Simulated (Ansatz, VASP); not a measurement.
# Cross-check of LiF (Griceite) between VASP and Ansatz, part 2 of 2

Wanted: the spread between two codes on one cell, functional and k mesh. The cell is taken from a series of VASP runs on this material, whose earlier steps may have relaxed, scaled or displaced it; both programs get it as it stands.

VASP 6.6.1 and Ansatz 0.2.0.

So far. Step 4 (Differences): A further Ansatz single point at VASP's end cell gives 1.01 GPa where VASP has -0.01 GPa.

### Step 5. Ansatz: relaxation of cell and atoms, r2SCAN with rVV10

Level of this step: Ansatz beside VASP: Kohn-Sham DFT, plane waves, r2SCAN with rVV10 (Ansatz).

The relaxed volume is the usual yardstick between codes: its relative difference is about their pressure difference at one cell divided by the bulk modulus. The cell compared in this pair holds 15.51 Å³, against 15.68 Å³ for the pair before.

The cell is taken from a series of VASP runs on this material, whose earlier steps may have relaxed, scaled or displaced it; both programs get it as it stands.

input.yaml reads:

```yaml
crystal:
  lattice:
    - [0.0, 1.9791766065, 1.9791766065]
    - [1.9791766065, 0.0, 1.9791766065]
    - [1.9791766065, 1.9791766065, 0.0]
  atoms:
    - { symbol: F, position: [0.5, 0.5, 0.5] }
    - { symbol: Li, position: [0.0, 0.0, 0.0] }
hamiltonian:
  xc: r2scan
  pseudopotentials: { kind: paw }
  dispersion: rvv10
kpoints:
  mp_grid: { grid: [10, 10, 10] }
scf:
  occupations: { method: gaussian, width: 0.03 }
relax:
  f_tol: 0.01
  max_steps: 60
  cell: { stress_tol: 0.05 }
output:
  forces: true
  stress: true
```

On the command line:

```console
ansatz run input.yaml --threads 4 --pin off --max-ram 9216MiB --backend cpu --events-out ev --progress --plain --runs-dir out
```

Numbers of over 12 decimals in the logs are rounded to 6 here.

What it wrote:

```text
[...]
Crystal: 2 atoms, lattice volume = 15.505 Å³
Basis set: ecut = 500 eV, 411 PW (Γ), exchange–correlation on 96×96×96 points (64 copies of the dense FFT grid, shifted against one another)
Bands: 9, of which v1, the nominal top of the filled ones, is band 5 counted from 1 (4 counted from 0)
Symmetry: 48 space group operations
[...]
k-points: 47 of 1000
[...]
-0.000000      -0.002246      -0.000000
       -0.000000      -0.000000      -0.002246
  P = ⅓ Tr σ = -0.0022 GPa (-0.022 kbar)
--- Relaxed structure (3 steps of the walk, 3 accepted, 1 SCFs on fresh bases) ---
[...]
cell:  # Å, volume = 15.6891 Å³
    - [0, 1.986963, 1.986963]
    - [1.986963, 0, 1.986963]
    - [1.986963, 1.986963, 0]
  atoms:
    - { symbol: F, position: [0.500000, 0.500000, 0.500000] }
    - { symbol: Li, position: [0, 0, 0] }
[key lines of the parts left out:]
SCF converged after 5 iterations
Free energy (F): -1017.907885 eV
Fermi energy:    5.884083 eV
```

Elapsed: 2.2 s, on 4 threads of Arm Neoverse V2, shared host; peak memory 0.34 GiB.

### Step 6. VASP: relaxation of cell and atoms, r2SCAN with rVV10

The same cell, functional, mesh and smearing now go to VASP, with its own data sets and cutoff.

INCAR reads:

```
SYSTEM = LiF
PREC = Accurate
ENCUT = 650
EDIFF = 1E-06
NELM = 100
ISMEAR = 0
SIGMA = 0.03
LREAL = .FALSE.
ALGO = Normal
METAGGA = R2SCAN
LUSE_VDW = .TRUE.
IVDW_NL = 2
BPARAM = 11.95
CPARAM = 0.0093
LASPH = .TRUE.
NBANDS = 11
LORBIT = 11
LWAVE = .FALSE.
LCHARG = .FALSE.
KPAR = 4
IBRION = 2
NSW = 50
ISIF = 3
EDIFFG = -0.006
```

POSCAR reads:

```
LiF
1.0
    0.0000000000      1.9791766065      1.9791766065
    1.9791766065      0.0000000000      1.9791766065
    1.9791766065      1.9791766065      0.0000000000
F Li
1 1
Direct
    0.5000000000      0.5000000000      0.5000000000
    0.0000000000      0.0000000000      0.0000000000
```

KPOINTS reads:

```
Automatic mesh
0
Gamma
10 10 10
0 0 0
```

PAW data sets: F and Li_sv (PBE family, release 64).

On the command line:

```console
mpirun -np 4 vasp_std
```

What it wrote:

```text
[banner, memory and clock lines left out]
running    4 mpi-ranks, on    1 nodes
[...]
|                                                                             |
|               ----> ADVICE to this user running VASP <----                  |
|                                                                             |
|     You have switched on vdW-DFT.                                           |
|     This routine was written and supplied by Jiri Klimes. We recommend      |
|     that you carefully read and cite the following publications:            |
|       J. Klimes, D.R. Bowler, A. Michelides                                 |
|          J. Phys.: Cond Matt. 22 022201 (2010)                              |
|       J. Klimes, D.R. Bowler, A. Michelides                                 |
|          Phys. Rev. B. 83, 195131 (2011)                                    |
|     and references therein.                                                 |
|                                                                             |

[...]
DAV:  12    -0.115859824228E+02    0.11521E-03   -0.71418E-04  1205   0.195E-01    0.512E-03
Total rVV10 correction in eV:      0.3218014    10.0006424
Total rVV10 correction in eV:      0.3218014    10.0006424
Total rVV10 correction in eV:      0.3218014    10.0006424
Total rVV10 correction in eV:      0.3218014    10.0006424
DAV:  13    -0.115859812136E+02    0.12092E-05   -0.66374E-06  1316   0.282E-02    0.149E-03
Total rVV10 correction in eV:      0.3218079    10.0006424
Total rVV10 correction in eV:      0.3218079    10.0006424
Total rVV10 correction in eV:      0.3218079    10.0006424
Total rVV10 correction in eV:      0.3218079    10.0006424
DAV:  14    -0.115859811150E+02    0.98627E-07   -0.11332E-07   772   0.381E-03
Total rVV10 correction in eV:      0.3218122    10.0006424
Total rVV10 correction in eV:      0.3218122    10.0006424
Total rVV10 correction in eV:      0.3218122    10.0006424
Total rVV10 correction in eV:      0.3218122    10.0006424
Total rVV10 correction in eV:      0.3218093    10.0006424
Total rVV10 correction in eV:      0.3218093    10.0006424
Total rVV10 correction in eV:      0.3218093    10.0006424
Total rVV10 correction in eV:      0.3218093    10.0006424
   1 F= -.11585981E+02 E0= -.11585981E+02  d E =-.115860E+02
[...]
reached required accuracy - stopping structural energy minimisation
```

OUTCAR, selected parts (step 6):

```text
  Total       -0.0064547     -0.0064547     -0.0064547      0.0000000     -0.0000000     -0.0000000
  in kB       -0.6669652     -0.6669652     -0.6669652      0.0000000     -0.0000000     -0.0000000
  external PRESSURE =      -0.6669652 kB  Pullay stress =       0.0000000 kB

 POSITION                                       TOTAL-FORCE (eV/Angst)
 -----------------------------------------------------------------------------------
      1.97918      1.97918      1.97918         0.000000      0.000000     -0.000000
      0.00000      0.00000      0.00000        -0.000000     -0.000000      0.000000
 -----------------------------------------------------------------------------------
    total drift:                               -0.000000     -0.000000      0.000000

  FREE ENERGIE OF THE ION-ELECTRON SYSTEM (eV)
  ---------------------------------------------------
  free  energy   TOTEN  =       -11.5859811150 eV

  energy  without entropy=      -11.5859811150  energy(sigma->0) =      -11.58598112

[... 2 parts as in an earlier step ...]

[... 2 further parts left out ...]
[key lines of the parts left out:]
E-fermi :  -1.1133
```

### Step 7. Side by side

Compared:

```tsv
quantity	Ansatz	VASP	difference
volume (Å³)	15.69	15.51	+1.18 %
edge a after relaxation, in the typed setting (Å)	2.810	2.799	+0.39 %
```

The walks stopped with 0.00 GPa left in Ansatz and -0.07 GPa in VASP; each walk ends within a tolerance, so the volume difference is uncertain by about these residues over the bulk modulus, most in soft cells.

### Step 8. Summary of results

| Property | Result |
| --- | --- |
| difference in volume (relaxation of cell and atoms, r2SCAN) | 1.3 % |
| difference in volume (relaxation of cell and atoms, r2SCAN with rVV10) | 1.2 % |

What this shows: The difference in volume is 1.3 % (relaxation of cell and atoms, r2SCAN), beyond the 1.2 % picked in this series as the mark of a large difference, as far as the stopping tolerances let one tell. A pressure difference of 1.02 GPa at VASP's end cell goes with 1.3 % of volume. How closely two codes agree says nothing of how well the functional describes the real material.

[Lines on the potential files, build, host, timing and source positions are cut from VASP's logs without a mark.]

[Logs are printed without paths, hosts, clocks, repeated set-up lines and the standing remarks that a program may print on its own settings, such as how far it seeks lower states.]

[Hosts, paths, dates, database ids (printed as entryN), source tags and the programs' standing remarks are cut or masked in the printed files.]
